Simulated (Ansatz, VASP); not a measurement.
# One calculation of Hf, two programs

```
Hf
1.0
     3.17524    0.00000    0.00000
    -1.58762    2.74984    0.00000
     0.00000    0.00000    5.02385
Hf
2
Direct
  0.33333 0.66667 0.25000
  0.66667 0.33333 0.75000
```

Change from the starting cell: volume scaled by 0.98.

Alike in both runs: task single point; functional PBEsol; k mesh 13 × 13 × 7; occupations fermi-dirac, width 0.05 eV; no spin polarisation.

```csv
,VASP,Ansatz
version,VASP 6.6.1,Ansatz 0.2.0
potentials or method,"VASP PAW PBE potentials, release 64 (Hf_pv), cutoff 520 eV","all-electron LAPW, scalar-relativistic"
```

Ansatz gave:

```
pressure (GPa)                                  : -1.6
largest component of the traceless stress (GPa) : 0.04
```

Estimate VASP's values.

pressure (GPa): -2.0; largest component of the traceless stress (GPa): 0.11.

Ansatz ran all-electron here, so the differences hold the error of VASP's frozen core and of both bases.

Caveats: the PAW data sets were made with another functional, which shifts forces and pressure a little (VASP). The runs have no spin-orbit coupling, so splittings on Hf are missing.
